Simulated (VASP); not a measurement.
InGaAs2:

```
CELL_PARAMETERS angstrom
0.00000 5.86000 5.86000
5.86000 0.00000 5.86000
5.86000 5.86000 0.00000
ATOMIC_POSITIONS crystal
Ga 0.00000 0.00000 0.00000
Ga 0.00000 0.50000 0.00000
Ga 0.50000 0.00000 0.50000
Ga 0.50000 0.50000 0.50000
In 0.00000 0.00000 0.50000
In 0.00000 0.50000 0.50000
In 0.50000 0.00000 0.00000
In 0.50000 0.50000 0.00000
As 0.12500 0.12500 0.12500
As 0.12500 0.12500 0.62500
As 0.12500 0.62500 0.12500
As 0.12500 0.62500 0.62500
As 0.62500 0.12500 0.12500
As 0.62500 0.12500 0.62500
As 0.62500 0.62500 0.12500
As 0.62500 0.62500 0.62500
```

The cell comes from a database or a generator and needn't be the stable form of this composition.

- Program: VASP 6.6.1
- Task: relaxation of cell and atoms
- Functional: LDA
- Potentials or basis: VASP PAW LDA potentials, release 64 (Ga_d, In_d, As)
- Cutoff: 520 eV
- k mesh: 4 × 4 × 4
- Occupations: gaussian, width 0.03 eV
- Spin: no spin polarisation

At the start: pressure -0.4 GPa; volume 25.15 Å³/atom.

Question: How do energy, volume and symmetry change on relaxing?

Answer: Over 12 steps the energy falls by 39.4 meV/atom and the volume is 24.68 Å³/atom (-1.9 %); space group P-4m2 (No. 115, to 0.05 Å).

The path:
```tsv
step	energy change (eV)	largest force (eV/Å)	pressure (GPa)	volume (Å³)
1	0.0000	1.3081	-0.38	402.46
2	-0.4920	0.6063	-0.41	399.03
3	-0.6258	0.0345	-0.19	396.00
4	-0.6261	0.0063	-0.21	396.13
5	-0.6286	0.0044	0.18	393.97
6	-0.6287	0.0047	0.13	394.18
7	-0.6302	0.0054	0.04	394.68
8	-0.6304	0.0057	0.00	394.92
9	-0.6304	0.0057	-0.01	394.94
10	-0.6304	0.0058	-0.01	394.97
11	-0.6304	0.0011	0.05	394.81
12	-0.6304	0.0026	0.00	394.86
```

Final structure:
```
Ga In As
1.0
     0.00000    5.85461    5.80707
     5.80707    0.00000    5.80707
     5.80707    5.85461    0.00000
Ga In As
4 4 8
Direct
  0.00000 0.00000 0.00000
  0.00000 0.50000 0.00000
  0.50000 0.00000 0.50000
  0.50000 0.50000 0.50000
  0.00000 0.00000 0.50000
  0.00000 0.50000 0.50000
  0.50000 0.00000 0.00000
  0.50000 0.50000 0.00000
  0.11507 0.13493 0.11507
  0.13493 0.11507 0.63493
  0.11507 0.63493 0.11507
  0.13493 0.61507 0.63493
  0.63493 0.11507 0.13493
  0.61507 0.13493 0.61507
  0.63493 0.61507 0.13493
  0.61507 0.63493 0.61507
```
